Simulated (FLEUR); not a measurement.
# Ag (Fm-3m) in FLEUR: a series of runs, part 2 of 2

FLEUR MaX-R8.1 (patched build s14). The steps go on from the part before.

## (3) Equation of state, LDA (Wigner correlation), 16.03 Å³/atom (volume scaled by 0.94)

inp.xml

```xml
<?xml version="1.0" encoding="UTF-8" standalone="no"?>
<fleurInput fleurInputVersion="0.39">
   <comment>
      Ag                                                                                                  
   </comment>
   <calculationSetup>
      <cutoffs Kmax="3.8" Gmax="11.8" GmaxXC="11.8" numbands="0"/>
      <scfLoop itmax="60" minDistance="0.00001" maxIterBroyd="15" imix="Anderson" alpha="0.05" precondParam="0.0" spinf="2.0"/>
      <coreElectrons ctail="T" frcor="F" kcrel="0" coretail_lmax="0"/>
      <xcFunctional name="wign" relativisticCorrections="F"/>
      <magnetism jspins="1"/>
      <soc l_soc="F" theta="0.0" phi="0.0" spav="F"/>
      <expertModes spex="0" secvar="F"/>
      <geometryOptimization l_f="F" forcealpha="1.0" forcemix="BFGS" epsdisp="0.00001" epsforce="0.00001"/>
      <ldaU l_linMix="F" mixParam="0.05" spinf="1.0"/>
   </calculationSetup>
   <cell>
      <bzIntegration valenceElectrons="19.0" mode="hist" fermiSmearingEnergy="0.00183747">
         <kPointListSelection listName="default-1"/>
         <!-- k-points included here -->
         <xi:include xmlns:xi="http://www.w3.org/2001/XInclude" href="kpts.xml"> </xi:include>
      </bzIntegration>
      <!-- symmetry operations included here -->
      <xi:include xmlns:xi="http://www.w3.org/2001/XInclude" href="sym.xml"> </xi:include>
      <bulkLattice scale="0.9795861087">
         <bravaisMatrix>
            <row-1>    0.0000000000000000     3.8602380410266495     3.8602380410266495</row-1>
            <row-2>    3.8602380410266495     0.0000000000000000     3.8602380410266495</row-2>
            <row-3>    3.8602380410266495     3.8602380410266495     0.0000000000000000</row-3>
         </bravaisMatrix>
      </bulkLattice>
   </cell>
   <atomSpecies>
      <species name="Silver (Ag)" element="Ag" atomicNumber="47">
         <mtSphere radius="2.48" gridPoints="837" logIncrement="0.015"/>
         <atomicCutoffs lmax="10" lnonsphr="8"/>
         <electronConfig flipSpins="F">
            <coreConfig>(1s1/2) (2s1/2) (2p1/2) (2p3/2) (3s1/2) (3p1/2) (3p3/2) (3d3/2) (3d5/2)</coreConfig>
            <valenceConfig>(4s1/2) (4p1/2) (4p3/2) (5s1/2) (4d3/2) (4d5/2)</valenceConfig>
            <stateOccupation state="(5s1/2)" spinUp="0.500000" spinDown="0.500000"/>
         </electronConfig>
         <energyParameters s="5" p="5" d="4" f="4"/>
         <lo type="SCLO" l="0" n="4" eDeriv="0"/>
         <lo type="SCLO" l="1" n="4" eDeriv="0"/>
         <lo type="SCLO" l="1" n="4" eDeriv="1"/>
         <lo type="SCLO" l="2" n="4" eDeriv="2"/>
         <lo type="SCLO" l="3" n="4" eDeriv="2"/>
      </species>
   </atomSpecies>
   <atomGroups>
      <atomGroup species="Silver (Ag)">
         <relPos label="                   1">.0000000000 .0000000000 .0000000000</relPos>
         <force calculate="T" relaxXYZ="TTT"/>
      </atomGroup>
   </atomGroups>
   <output dos="F" band="F" slice="F">
      <checks vchk="F" cdinf="F"/>
      <bandDOS minEnergy="-.5*Htr" maxEnergy="0.5*Htr" sigma="0.015" storeEVData="T"/>
      <vacuumDOS vacdos="F" integ="F" star="F" nstars="0" locx1="0.0" locy1="0.0" locx2="0.0" locy2="0.0" nstm="0" tworkf="0.0"/>
      <unfoldingBand unfoldBand="F" supercellX="1" supercellY="1" supercellZ="1"/>
      <plotting iplot="0" polar="F">
         <plot TwoD="T" vec1="  1.0  0.0  0.0" vec2="  0.0  1.0  0.0" vec3="  0.0  0.0  1.0" zero="  0.0  0.0  0.0" file="plot"/>
      </plotting>
      <chargeDensitySlicing numkpt="0" minEigenval="0.0" maxEigenval="0.0" nnne="0" pallst="F"/>
      <specialOutput eonly="F"/>
      <magneticCircularDichroism mcd="F" energyLo="-10.0" energyUp="0.0"/>
   </output>
  <!-- We include the file relax.xml here to enable relaxations (see documentation) -->
  <xi:include xmlns:xi="http://www.w3.org/2001/XInclude" href="relax.xml"> <xi:fallback/> </xi:include>
</fleurInput>
```

Potentials or basis: all-electron, FLAPW.

The run is started by

```
$ inpgen -f crystal.txt -profile fastHighL
$ # inp.xml edited to the form shown
$ fleur
```

Standard output:

```text
Welcome to FLEUR        (www.flapw.de)
      MaX-Release 8.1          (www.max-centre.eu)

 ========== k-point set info ==========
 Selected k-point list: default-1
 k-point list type: mesh
 11 x 11 x 11
 Number of k points: 56

 ------------Calculation Setup---------------------------
 Number of OMP-threads    :            1
 Number of basis functions:          148
 Approximate size of matrices (H+S) per k-point:         0.000 GB
 --------------------------------------------------------
 Iteration:     1   Distance:      12.85264013 me/bohr^3
 Iteration:     2   Distance:      10.93625686 me/bohr^3
 Iteration:     3   Distance:       4.10218404 me/bohr^3
 Iteration:     4   Distance:       2.69590333 me/bohr^3
 Iteration:     5   Distance:       1.36729310 me/bohr^3
 Iteration:     6   Distance:       0.12072927 me/bohr^3
 Iteration:     7   Distance:       0.15878633 me/bohr^3
 Iteration:     8   Distance:       0.00259659 me/bohr^3
 Iteration:     9   Distance:       0.00512322 me/bohr^3
 Iteration:    10   Distance:       0.00038009 me/bohr^3
 Iteration:    11   Distance:       0.00003072 me/bohr^3
 Iteration:    12   Distance:       0.00001618 me/bohr^3
 Iteration:    13   Distance:       0.00000007 me/bohr^3

 ********************************************************************
 Run finished successfully
 Stop message:
   all done
 ********************************************************************
```

out.xml (last iteration):

```text
<iteration numberForCurrentRun="   13" overallNumber="   13">
         <energyParameters units="Htr">
            <atomicEP atomType="1" spin="1" branch="5s" branchLowest="-3.01" branchHighest="1.60" value="0.2246649864"/>
            <atomicEP atomType="1" spin="1" branch="5p" branchLowest="-1.66" branchHighest="2.27" value="0.3700960316"/>
            <atomicEP atomType="1" spin="1" branch="4d" branchLowest="-12.70" branchHighest="0.34" value="0.1948677159"/>
            <atomicEP atomType="1" spin="1" branch="4f" branchLowest="-9.99" branchHighest="2.35" value="0.6753500889"/>
            <loAtomicEP atomType="1" spin="1" branch="4s" branchLowest="-24.58" branchHighest="-3.01" value="-3.0168291417"/>
            <loAtomicEP atomType="1" spin="1" branch="4p" branchLowest="-19.98" branchHighest="-1.66" value="-1.6830085280"/>
            <loAtomicEP atomType="1" spin="1" branch="4p" branchLowest="-19.98" branchHighest="-1.66" value="-1.6830085280"/>
            <loAtomicEP atomType="1" spin="1" branch="4d" branchLowest="-12.70" branchHighest="0.34" value="0.1869927944"/>
            <loAtomicEP atomType="1" spin="1" branch="4f" branchLowest="-9.99" branchHighest="2.35" value="0.6753482301"/>
         </energyParameters>
         <eigenvalues>
            <eigenvaluesAt spin="1" ikpt="1" k_x="0.00000000" k_y="0.00000000" k_z="0.00000000">
                      -3.0177066537       -1.6743442356       -1.6743442356       -1.6743442356        0.0445620000
                       0.1727199267        0.1727199267        0.1727199267        0.2166966401        0.2166966401
                       0.9379035100        1.0800448864        1.0800448864        1.0800448864        1.2778061614
            </eigenvaluesAt>
            <eigenvaluesAt spin="1" ikpt="2" k_x="0.00000000" k_y="0.00000000" k_z="0.09090909">
                      -3.0176364871       -1.6749713344       -1.6744361695       -1.6744361695        0.0544868986
                       0.1702728692        0.1755784423        0.1755784423        0.2156665658        0.2156665658
[... 23 lines left out ...]
         <coreStates atomType="     1" atomicNumber=" 47" spin="1" kinEnergy="   5357.8951829989" eigValSum="  -3160.7524309069" lostElectrons=" 0.000000">
            <state n="1" l="0" j="0.5" energy="-928.6671654889" weight="1.0000000000"/>
            <state n="2" l="0" j="0.5" energy="-136.3203311701" weight="1.0000000000"/>
            <state n="2" l="1" j="0.5" energy="-126.7216624889" weight="1.0000000000"/>
            <state n="2" l="1" j="1.5" energy="-120.2888872663" weight="2.0000000000"/>
            <state n="3" l="0" j="0.5" energy="-24.5848754806" weight="1.0000000000"/>
            <state n="3" l="1" j="0.5" energy="-20.7626498469" weight="1.0000000000"/>
            <state n="3" l="1" j="1.5" energy="-19.6274865532" weight="2.0000000000"/>
            <state n="3" l="2" j="1.5" energy="-12.8346557458" weight="2.0000000000"/>
            <state n="3" l="2" j="2.5" energy="-12.6058239492" weight="3.0000000000"/>
         </coreStates>
         <allElectronCharges>
            <spinDependentCharge spin="1" total="47.0000000" interstitial="1.2486783" mtSpheres="45.7513217"/>
            <totalCharge value="46.9999999997"/>
         </allElectronCharges>
         <totalEnergy                                    value="    -5310.4885148394" units="Htr">
            <sumOfEigenvalues                            value="    -3174.7573903033">
               <coreElectrons value="-3160.7524309069"/>
               <valenceElectrons value="-14.0049593963"/>
            </sumOfEigenvalues>
            <densityCoulombPotentialIntegral value="-8541.8414516541"/>
            <densityEffectivePotentialIntegral value="-8731.1373437122"/>
            <chargeDenXCDenIntegral value="-142.5718812149"/>
            <FockExchangeEnergyValence value="0.0000000000"/>
            <FockExchangeEnergyCore value="0.0000000000"/>
            <atomTypeDependentContributions atomType="1">
               <electronNucleiInteractionDifferentMTs value="6433.1651770091"/>
               <MadelungTerm value="-20.2106841974"/>
            </atomTypeDependentContributions>
            <tkbTimesEntropy value="0.0000720699"/>
            <freeEnergy value="-5310.4885869093"/>
            <extrapolationTo0K value="-5310.4885508744"/>
         </totalEnergy>
         <densityConvergence units="me/bohr^3">
            <chargeDensity spin="1" distance="0.0000000686"/>
         </densityConvergence>
      </iteration>
```

Wall time 4.7 s (1 thread of INTEL XEON PLATINUM 8581C at 2.10GHz (Emerald Rapids), shared host); peak memory 0.09 GiB.

What came out:

```
Free energy                                           : -144505.7561 eV
Band gap on the k mesh                                : none (metal or under the smearing width)
Valence electrons inside the program's atomic spheres : Ag 17.75 (radii Ag 2.48 bohr)
```

## (4) Equation of state, LDA (Wigner correlation), 16.37 Å³/atom (volume scaled by 0.96)

inp.xml: that of step 3 with these lines changed.

```diff
@@ -24,3 +24,3 @@
       <xi:include xmlns:xi="http://www.w3.org/2001/XInclude" href="sym.xml"> </xi:include>
-      <bulkLattice scale="0.9795861087">
+      <bulkLattice scale="0.9864848297">
          <bravaisMatrix>
```

The run is started by

```
$ inpgen -f crystal.txt -profile fastHighL
$ # inp.xml edited to the form shown
$ fleur
```

Run time: 4.7 s. Hardware: 1 thread of INTEL XEON PLATINUM 8581C at 2.10GHz (Emerald Rapids), shared host; peak memory 0.09 GiB.

It converged, with:

- Free energy: -144505.7604 eV
- Band gap on the k mesh: none (metal or under the smearing width)
- Valence electrons inside the program's atomic spheres: Ag 17.73 (radii Ag 2.48 bohr)

## (5) Equation of state, LDA (Wigner correlation), 17.05 Å³/atom

inp.xml: that of step 4 with these lines changed.

```diff
@@ -24,3 +24,3 @@
       <xi:include xmlns:xi="http://www.w3.org/2001/XInclude" href="sym.xml"> </xi:include>
-      <bulkLattice scale="0.9864848297">
+      <bulkLattice scale="1.0000000000">
          <bravaisMatrix>
```

The run is started by

```
$ inpgen -f crystal.txt -profile fastHighL
$ # inp.xml edited to the form shown
$ fleur
```

Wall time 5 s (1 thread of INTEL XEON PLATINUM 8581C at 2.10GHz (Emerald Rapids), shared host); peak memory 0.09 GiB.

It converged, with:

```yaml
Free_energy: -144505.7526 eV
Band_gap_on_the_k_mesh: none (metal or under the smearing width)
Valence_electrons_inside_the_program's_atomic_spheres: Ag 17.68 (radii Ag 2.48 bohr)
```

## (6) Equation of state, LDA (Wigner correlation), 17.73 Å³/atom (volume scaled by 1.04)

inp.xml: that of step 5 with these lines changed.

```diff
@@ -24,3 +24,3 @@
       <xi:include xmlns:xi="http://www.w3.org/2001/XInclude" href="sym.xml"> </xi:include>
-      <bulkLattice scale="1.0000000000">
+      <bulkLattice scale="1.0131594038">
          <bravaisMatrix>
```

Potentials or basis: all-electron, FLAPW.

The run is started by

```
$ inpgen -f crystal.txt -profile fastHighL
$ # inp.xml edited to the form shown
$ fleur
```

It took 5.3 s on 1 thread of INTEL XEON PLATINUM 8581C at 2.10GHz (Emerald Rapids), shared host; peak memory 0.09 GiB.

Results (log left out):

```
Free energy                                           : -144505.7265 eV
Band gap on the k mesh                                : none (metal or under the smearing width)
Valence electrons inside the program's atomic spheres : Ag 17.65 (radii Ag 2.48 bohr)
```

## (7) Equation of state, LDA (Wigner correlation), 18.07 Å³/atom (volume scaled by 1.06)

inp.xml: that of step 6 with these lines changed.

```diff
@@ -24,3 +24,3 @@
       <xi:include xmlns:xi="http://www.w3.org/2001/XInclude" href="sym.xml"> </xi:include>
-      <bulkLattice scale="1.0131594038">
+      <bulkLattice scale="1.0196128224">
          <bravaisMatrix>
```

The run is started by

```
$ inpgen -f crystal.txt -profile fastHighL
$ # inp.xml edited to the form shown
$ fleur
```

Run time: 5 s. Hardware: 1 thread of INTEL XEON PLATINUM 8581C at 2.10GHz (Emerald Rapids), shared host; peak memory 0.09 GiB.

Results (log left out):

```yaml
Free_energy: -144505.7081 eV
Band_gap_on_the_k_mesh: none (metal or under the smearing width)
Valence_electrons_inside_the_program's_atomic_spheres: Ag 17.63 (radii Ag 2.48 bohr)
```

## (8) Equation of state, LDA (Wigner correlation)

No new run: the results of the series are fitted here.

What came out:

```
Equilibrium volume                      : 16.45 Å³/atom
Bulk modulus                            : 126 GPa
Pressure derivative of the bulk modulus : 4.8 (rough: it moves with the points fitted)
```

Energy against volume, from the lowest point:
```tsv
volume (Å³/atom)	energy (meV/atom)
16.025	4.29
16.366	0.00
17.048	7.81
17.730	33.84
18.071	52.28
```

Zero-point motion and thermal expansion aren't in these numbers.
